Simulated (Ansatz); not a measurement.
The system is Fe3Ge.

```
Ge Fe
1.0
     3.66050    0.00000    0.00000
     0.00000    3.66050    0.00000
     0.00000    0.00000    3.66050
Ge Fe
1 3
Cartesian
  0.0000 0.0000 0.0000
  1.8303 0.0000 1.8303
  1.8303 1.8303 0.0000
  0.0000 1.8303 1.8303
```

The cell comes from a database or a generator and needn't be the stable form of this composition.

Base run:

```yaml
Program: Ansatz 0.2.0
Functional: PBEsol
Potentials_or_basis: Ansatz PAW
Cutoff: "420 eV (not typed: the program's choice for these potentials)"
k_mesh: 7 × 7 × 7
Occupations: fermi-dirac, width 0.05 eV
Spin: no spin polarisation
```

Its results: band gap on the k mesh none (metal or under the smearing width); pressure -24.7 GPa.

Q: The run is repeated on the same cell with these changes: k mesh from 7 × 7 × 7 to 5 × 5 × 5; spin from no spin polarisation to non-collinear spin, random start. What comes out?

A: Band gap on the k mesh none (metal or under the smearing width); pressure -11.0 GPa; net moment 6.56 μB per cell.

Several settings changed at once, so the effect can't be laid on one alone.

Caveats: the PAW data sets come from PBE, with cores solved anew for the run's functional, which leaves a small shift of forces and pressure; the starting moments weren't kept (some runs).
